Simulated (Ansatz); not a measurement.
# GaSb (F-43m) in Ansatz: a series of runs, part 2 of 2

Ansatz 0.2.0.

**4. Band structure, PBEsol**

input.yaml

```yaml
crystal:
  lattice:
    - [0.0, 3.059, 3.059]
    - [3.059, 0.0, 3.059]
    - [3.059, 3.059, 0.0]
  atoms:
    - { symbol: Sb, position: [0.75, 0.75, 0.75] }
    - { symbol: Ga, position: [0.0, 0.0, 0.0] }
hamiltonian:
  xc: pbesol
  pseudopotentials: { kind: paw }
kpoints:
  mp_grid: { grid: [8, 8, 8] }
  band_path:
    path:
      - [[0.0, 0.0, 0.0], [0.5, 0.0, 0.5], [0.5, 0.25, 0.75], [0.375, 0.375, 0.75], [0.0, 0.0, 0.0], [0.5, 0.5, 0.5], [0.625, 0.25, 0.625], [0.5, 0.25, 0.75], [0.5, 0.5, 0.5], [0.375, 0.375, 0.75]]
      - [[0.625, 0.25, 0.625], [0.5, 0.0, 0.5]]
    npoints: 14
scf:
  occupations: { method: fermi_dirac, width: 0.05 }
  n_extra_bands: 6
output:
  forces: true
  stress: true
  eigenvalues: true
  fatbands: false
```

Potentials or basis: Ansatz PAW.

Launch:

```console
$ ansatz run input.yaml --threads 2 --pin off --max-ram 5632MiB --backend cpu --events-out ev --progress --plain --runs-dir out
```

The program printed:

```text
Warning: RAYON_NUM_THREADS=2 ignored (pool sized by the plan → 2); use --threads N
scf.n_extra_bands = 6 over 14 filled bands (N_el = 28.0): the run solves 20 bands
Engine: ansatz 0.2.0, x86_64-unknown-linux-gnu
Pseudopotentials: kind: paw
Pseudopotential: Sb, paw, valence charge 15, recommended cutoff 420 eV (normal), Sb.paw.azcp
Pseudopotential: Ga, paw, valence charge 13, recommended cutoff 420 eV (normal), Ga.paw.azcp
Functional definition: PBEsol
  exchange = pbesol_x
  correlation = pbesol_c
Crystal: 2 atoms, lattice volume = 57.249 Å³
Basis set: ecut = 420 eV, 1139 PW (Γ), exchange–correlation on 60×60×60 points (8 copies of the dense FFT grid, shifted against one another)
Bands: 20, of which v1, the nominal top of the filled ones, is band 14 counted from 1 (13 counted from 0)
Symmetry: 24 space group operations
Space group: F-43m (ITA 216), of the structure as read, at distance tolerance 3.9e-5 Å
k-points: 29 of 512 (time reversal used)
Non-local potential: Sb, projectors of the file, l = 0: 2, l = 1: 2, l = 2: 2, l = 3: 2
Non-local potential: Ga, projectors of the file, l = 0: 2, l = 1: 2, l = 2: 3, l = 3: 1
PAW form: soft (Blöchl's): semilocal exchange-correlation on the pseudo side does not see the compensation charge
PAW frozen core: Sb, regenerated for the run's functional, and the local potential with it (the file was generated under x = pbe(κ = 0.804, μ = 0.2195149727645171), c = pbe(β = 0.06672455060314922))
PAW frozen core: Ga, regenerated for the run's functional, and the local potential with it (the file was generated under x = pbe(κ = 0.804, μ = 0.2195149727645171), c = pbe(β = 0.06672455060314922))
PAW one-centre angular grid: Sb, 590 points (default); XC on 64 Gauss nodes
PAW one-centre angular grid: Ga, 590 points (default); XC on 64 Gauss nodes
Initial density: superposition of atomic densities (neutral atoms: chi_scale 0, normalization atom), corrected by the library's trained network
Initial wavefunctions: pseudopotential atomic-orbital guess
Functional: x = pbesol(κ = 0.804, μ = 0.12345679012345678), c = pbesol(β = 0.046)
SCF iter   1: F=—  HF=-10151.530073 eV  |F-HF|=—  |Δ(HF+E_count)|=         —  Δρ=2.48e-3  dr2=4.80e-3  ethr=1.77e-3  ⟨swp⟩=6.2  Hψ=3059  notcnv=0
preconditioner: auto → none  [insulator: Δε(μ)=0.338 eV  Ē_g=16.009 eV  σ=0.050 eV  W_gap=0.74  n_scr=14 (ndim 8)  ℏωp=20.8 eV  f_vac=0.091  D(μ)=0.06/eV (n_scr^D=0)  ε∞_Penn≈2.7]
SCF iter   2: F=—  HF=-10151.527340 eV  |F-HF|=—  |Δ(HF+E_count)|=   2.73e-3  Δρ=1.17e-3  dr2=5.91e-4  ethr=1.71e-5  ⟨swp⟩=2.1  Hψ=1099  notcnv=0  defer=15
SCF iter   3: F=—  HF=-10151.527502 eV  |F-HF|=—  |Δ(HF+E_count)|=   1.62e-4  Δρ=3.83e-4  dr2=7.87e-5  ethr=2.11e-6  ⟨swp⟩=2.4  Hψ=921  notcnv=0  defer=15
SCF iter   4: F=—  HF=-10151.527462 eV  |F-HF|=—  |Δ(HF+E_count)|=   3.99e-5  Δρ=1.63e-4  dr2=1.08e-5  ethr=2.81e-7  ⟨swp⟩=2.0  Hψ=801  notcnv=0  defer=15
SCF iter   5: F=—  HF=-10151.527469 eV  |F-HF|=—  |Δ(HF+E_count)|=   6.33e-6  Δρ=6.19e-5  dr2=1.29e-6  ethr=3.85e-8  ⟨swp⟩=2.0  Hψ=946  notcnv=0  defer=15
SCF iter   6: F=-10151.527469 eV  HF=-10151.527469 eV  |F-HF|=3.94e-8  |Δ(HF+E_count)|=   6.75e-7  Δρ=7.91e-6  dr2=2.30e-8  ethr=3.57e-10  ⟨swp⟩=7.4  Hψ=3234  notcnv=0
SCF 1 converged in 6 iterations: F = -10151.527469 eV  dr2 = 2.30e-8
NSCF: frozen V_eff on 142 k-points
SCF converged after 6 iterations
Free energy (F): -10151.527469 eV
Harris-Foulkes:  -10151.527469 eV  (|F-HF|=3.94e-8)
Internal energy: -10151.526955 eV  (E = F + TS)
E sigma→0 (E₀):  -10151.527212 eV
Entropy (-TS):   -0.000515 eV (-0.257 meV/atom)
Fermi energy:    7.617616 eV
--- Per-component energies (eV) ---
  E_band       = -264.498039
  E_kinetic    = 323.563065
  E_local      = -3916.833142  (includes V_loc(G=0)·N_el)
  E_nonlocal   = 790.193164
  E_hartree    = 1799.714315
  E_xc         = -205.791983
  E_vxc        = -154.471785  (∫ρ·V_xc dr)
  E_paw        = -6449.647973  (= ΣΔE_a)
  E_vpaw       = -906.380992  (= ΣTr[D̂ρ^β])
  E_aug_tail   = -0.000098  (compensation charges beyond the density's cutoff)
  E_ewald      = -2493.919138
  E_core_change = 1.194835  (= ΣΔE_core)
  E_smearing   = -0.000515  (= −TS)
  E_closure    = 0.000000  (closes the sum)
  Σ components = -10151.527469   (vs F -10151.527469, Δ=0.00e0)
--- Forces (eV/Å), atoms counted from 1 ---
  atom   1  Sb     0.00000000     0.00000000    -0.00000000
  atom   2  Ga    -0.00000000    -0.00000000     0.00000000
  max |Σ_I F_I| component: 5.55e-17 eV/Å
--- Stress (GPa, compression-positive) ---
       -0.155873       0.000000      -0.000000
       -0.000000      -0.155873       0.000000
       -0.000000       0.000000      -0.155873
  P = ⅓ Tr σ = -0.1559 GPa (-1.559 kbar)
--- Band table (eV; the first three rows and the last of 29) ---
  k-point 0: bands = ["-21.1367", "-21.1367", "-21.1367", "-21.1163", "-21.1163", "-7.4324", "-7.4324", "-7.4324", "-7.3827", "-7.3827", "-3.9387", "7.5436", "7.5655", "7.5655", "7.5655", "10.3341", "10.3341", "10.3341", "13.2017", "16.3123"]
  k-point 1: bands = ["-21.1366", "-21.1362", "-21.1362", "-21.1162", "-21.1162", "-7.4368", "-7.4305", "-7.4305", "-7.3830", "-7.3830", "-3.7784", "5.5362", "7.3120", "7.3120", "8.5600", "10.6811", "10.6811", "10.9536", "14.0583", "15.4112"]
  k-point 2: bands = ["-21.1363", "-21.1352", "-21.1352", "-21.1159", "-21.1159", "-7.4472", "-7.4263", "-7.4263", "-7.3833", "-7.3833", "-3.3220", "3.5215", "6.8636", "6.8636", "8.3244", "11.1963", "11.1963", "12.7048", "14.6288", "15.1821"]
  k-point 28: bands = ["-21.1360", "-21.1344", "-21.1306", "-21.1168", "-21.1144", "-7.4730", "-7.4139", "-7.4091", "-7.3887", "-7.3835", "-1.4459", "0.8897", "4.1962", "4.4173", "11.2291", "11.8181", "11.9366", "12.2723", "17.4608", "17.7540"]
```

Run time: 5.6 s. Hardware: 2 threads of AMD EPYC 7R43 (Zen 3), shared host; peak memory 0.41 GiB.

Results:

```
Free energy            : -10151.5275 eV
Pressure               : -0.2 GPa
Band gap on the k mesh : none (metal or under the smearing width)
```

Levels at the corners of the path, in eV from the Fermi level:
| point | band 11 | band 12 | band 13 | band 14 | band 15 | band 16 | band 17 | band 18 |
| --- | --- | --- | --- | --- | --- | --- | --- | --- |
| Γ | -11.56 | -0.07 | -0.05 | -0.05 | -0.05 | 2.72 | 2.72 | 2.72 |
| X | -9.11 | -6.86 | -2.63 | -2.63 | 0.80 | 1.12 | 8.64 | 8.64 |
| W | -9.06 | -6.73 | -3.42 | -3.20 | 3.61 | 4.20 | 4.32 | 4.65 |
| K | -9.17 | -6.68 | -3.69 | -2.25 | 1.29 | 3.78 | 6.52 | 6.76 |
| Γ | -11.56 | -0.07 | -0.05 | -0.05 | -0.05 | 2.72 | 2.72 | 2.72 |
| L | -9.93 | -6.43 | -1.21 | -1.21 | 0.30 | 3.68 | 3.68 | 6.28 |
| U | -9.17 | -6.68 | -3.69 | -2.25 | 1.29 | 3.78 | 6.52 | 6.76 |
| W | -9.06 | -6.73 | -3.42 | -3.20 | 3.61 | 4.20 | 4.32 | 4.65 |
| L | -9.93 | -6.43 | -1.21 | -1.21 | 0.30 | 3.68 | 3.68 | 6.28 |
| K | -9.17 | -6.68 | -3.69 | -2.25 | 1.29 | 3.78 | 6.52 | 6.76 |
| U | -9.17 | -6.68 | -3.69 | -2.25 | 1.29 | 3.78 | 6.52 | 6.76 |
| X | -9.11 | -6.86 | -2.63 | -2.63 | 0.80 | 1.12 | 8.64 | 8.64 |

Caveat: spin-orbit coupling is left out, which moves the levels of the heavy elements; the PAW data sets come from PBE, with cores solved anew for the run's functional, which leaves a small shift of forces and pressure.

**5. Band structure, RPBE**

input.yaml, as its differences from that of step 4:

```diff
@@ -9,3 +9,3 @@
 hamiltonian:
-  xc: pbesol
+  xc: rpbe
   pseudopotentials: { kind: paw }
@@ -25,2 +25,2 @@
   eigenvalues: true
-  fatbands: false
+  fatbands: true
```

Potentials or basis: Ansatz PAW.

Launch:

```console
$ ansatz run input.yaml --threads 2 --pin off --max-ram 5632MiB --backend cpu --events-out ev --progress --plain --runs-dir out
```

The program printed:

```text
Warning: RAYON_NUM_THREADS=2 ignored (pool sized by the plan → 2); use --threads N
scf.n_extra_bands = 6 over 14 filled bands (N_el = 28.0): the run solves 20 bands
[... 4 set-up lines as earlier in the session ...]
Functional definition: RPBE
  parameter kappa = 0.804
  parameter beta = 0.06672455060314922
  exchange = rpbe_x(kappa = kappa, mu = beta*pi^2/3)
  correlation = pbe_c(beta = beta)
Crystal: 2 atoms, lattice volume = 57.249 Å³
Basis set: ecut = 420 eV, 1139 PW (Γ), exchange–correlation on 60×60×60 points (8 copies of the dense FFT grid, shifted against one another)
Bands: 20, of which v1, the nominal top of the filled ones, is band 14 counted from 1 (13 counted from 0)
[... 41 lines left out ...]
  E_ewald      = -2493.919138
  E_core_change = -0.133891  (= ΣΔE_core)
  E_smearing   = -0.000366  (= −TS)
  E_closure    = 0.000000  (closes the sum)
  Σ components = -10282.113768   (vs F -10282.113768, Δ=0.00e0)
--- Forces (eV/Å), atoms counted from 1 ---
  atom   1  Sb     0.00000000    -0.00000000     0.00000000
  atom   2  Ga    -0.00000000     0.00000000    -0.00000000
  max |Σ_I F_I| component: 1.97e-17 eV/Å
--- Stress (GPa, compression-positive) ---
        3.902745      -0.000000      -0.000000
        0.000000       3.902745       0.000000
        0.000000       0.000000       3.902745
  P = ⅓ Tr σ = 3.9027 GPa (39.027 kbar)
--- Band table (eV; the first three rows and the last of 29) ---
  k-point 0: bands = ["-20.9562", "-20.9562", "-20.9562", "-20.9373", "-20.9373", "-7.1640", "-7.1640", "-7.1640", "-7.1148", "-7.1148", "-3.6247", "7.8199", "7.8199", "7.8199", "7.9527", "10.6221", "10.6221", "10.6221", "13.8483", "16.5415"]
  k-point 1: bands = ["-20.9561", "-20.9558", "-20.9558", "-20.9372", "-20.9372", "-7.1683", "-7.1621", "-7.1621", "-7.1150", "-7.1150", "-3.4648", "5.8511", "7.5682", "7.5682", "8.9149", "10.9680", "10.9680", "11.3038", "14.6446", "15.7280"]
  k-point 2: bands = ["-20.9559", "-20.9548", "-20.9548", "-20.9369", "-20.9369", "-7.1784", "-7.1579", "-7.1579", "-7.1154", "-7.1154", "-3.0097", "3.8339", "7.1212", "7.1212", "8.7038", "11.4891", "11.4891", "13.1143", "15.1995", "15.5089"]
  k-point 28: bands = ["-20.9556", "-20.9539", "-20.9503", "-20.9378", "-20.9354", "-7.2039", "-7.1454", "-7.1408", "-7.1206", "-7.1155", "-1.1354", "1.1856", "4.5014", "4.7238", "11.5485", "12.2418", "12.2871", "12.6620", "17.8435", "18.0928"]
```

Run time: 7.1 s. Hardware: 2 threads of AMD EPYC 7R43 (Zen 3), shared host; peak memory 0.42 GiB.

Results:

```yaml
Free_energy: -10282.1138 eV
Pressure: 3.9 GPa
Band_gap_on_the_k_mesh: 0.13 eV, direct
Band_gap_along_the_path: 0.13 eV, direct
```

Levels at the corners of the path, in eV from the valence-band top:
```csv
point,band 10,band 11,band 12,band 13,band 14,band 15,band 16,band 17,band 18,band 19
Γ,-14.93,-11.44,0.00,0.00,0.00,0.13,2.80,2.80,2.80,6.03
X,-14.93,-9.00,-6.77,-2.56,-2.56,0.99,1.36,8.76,8.76,10.21
W,-14.94,-8.96,-6.63,-3.32,-3.10,3.73,4.42,4.47,4.84,10.02
K,-14.93,-9.06,-6.59,-3.58,-2.18,1.49,3.95,6.69,6.85,7.66
Γ,-14.93,-11.44,0.00,0.00,0.00,0.13,2.80,2.80,2.80,6.03
L,-14.93,-9.82,-6.32,-1.15,-1.15,0.49,3.79,3.79,6.65,9.53
U,-14.93,-9.06,-6.59,-3.58,-2.18,1.49,3.95,6.69,6.85,7.66
W,-14.94,-8.96,-6.63,-3.32,-3.10,3.73,4.42,4.47,4.84,10.02
L,-14.93,-9.82,-6.32,-1.15,-1.15,0.49,3.79,3.79,6.65,9.53
K,-14.93,-9.06,-6.59,-3.58,-2.18,1.49,3.95,6.69,6.85,7.66
U,-14.93,-9.06,-6.59,-3.58,-2.18,1.49,3.95,6.69,6.85,7.66
X,-14.93,-9.00,-6.77,-2.56,-2.56,0.99,1.36,8.76,8.76,10.21
```

Caveat: spin-orbit coupling is left out, which moves the levels of the heavy elements; the PAW data sets come from PBE, with cores solved anew for the run's functional, which leaves a small shift of forces and pressure.

**6. Summary**

| level | gap on the mesh (eV) | pressure (GPa) |
| --- | --- | --- |
| LDA | none | -1.7 |
| PBE | none | 2.3 |
| PBEsol | none | -0.2 |
| RPBE | 0.13 | 3.9 |

Alike in all rows: task band structure; potentials or basis Ansatz PAW; no spin polarisation; cell as given; k mesh 8 × 8 × 8; cutoff (eV) 420; smearing fermi-dirac 0.05 eV.

On the cell as given the gap runs from zero (LDA) to 0.13 eV (RPBE). The pressure there spans -1.7 GPa (LDA) to 3.9 GPa (RPBE); a positive pressure means that this level wants a larger cell, a negative one a smaller.

Caveats: spin-orbit coupling is left out, which moves the levels of the heavy elements; the PAW data sets come from PBE, with cores solved anew for the run's functional, which leaves a small shift of forces and pressure (some runs).

Absolute energies hang on the potentials; compare differences alone.

**7. Comparison with measurements**

Step 2. Against the measured gap of GaSb, 0.811 eV (direct; 4.2 K; a printed reference work, data compilation), the calculated 0.00 eV is off by -0.81 eV. Spin-orbit coupling on Ga, Sb is left out. The value is that of LDA on a finite k mesh, which can miss the band edges, without temperature or zero-point motion. Semilocal functionals fall short of measured gaps as a rule.

Step 3. A measured gap of GaSb is 0.811 eV (direct; 4.2 K; a printed reference work, data compilation); the calculated 0.00 eV misses it by -0.81 eV. Spin-orbit coupling on Ga, Sb is left out. The value is that of PBE on a finite k mesh, which can miss the band edges, without temperature or zero-point motion. Semilocal functionals fall short of measured gaps as a rule.

Step 4. Against the measured gap of GaSb, 0.811 eV (direct; 4.2 K; a printed reference work, data compilation), the calculated 0.00 eV is off by -0.81 eV. Spin-orbit coupling on Ga, Sb is left out. The value is that of PBEsol on a finite k mesh, which can miss the band edges, without temperature or zero-point motion. Semilocal functionals fall short of measured gaps as a rule.

Step 5. A measured gap of GaSb is 0.811 eV (direct; 4.2 K; a printed reference work, data compilation); the calculated 0.13 eV misses it by -0.68 eV. Spin-orbit coupling on Ga, Sb is left out. The value is that of RPBE, without temperature or zero-point motion. Semilocal functionals fall short of measured gaps as a rule.
